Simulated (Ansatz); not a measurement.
The system is Zn.

```xyz
3
Lattice="2.2682 -1.3085 0.0000 2.2682 1.3085 0.0000 -1.5917 0.0000 7.3004" Properties=species:S:1:pos:R:3 pbc="T T T"
Zn    2.9969    0.0000    2.4420
Zn   -0.0523    0.0000    4.8584
Zn    0.0000    0.0000    0.0000
```

This isn't the form of Zn at room conditions, which is hcp.

Base run:

```yaml
Program: Ansatz 0.2.0
Functional: PBEsol
Potentials_or_basis: all-electron LAPW, scalar-relativistic
Cutoff: 256 eV (chosen from the basis error)
Basis_error_allowed: 0.002 eV/atom
k_mesh: 12 × 12 × 4
Occupations: fermi-dirac, width 0.05 eV
Spin: no spin polarisation
```

Its results: pressure -1.3 GPa; largest force 0.011 eV/Å.

Question: The run is repeated on the same cell with these changes: functional from PBEsol to LDA. What comes out?

Answer: Pressure -5.2 GPa; largest force 0.009 eV/Å.

LDA binds more tightly than PBEsol, so the same cell stands under less pressure.
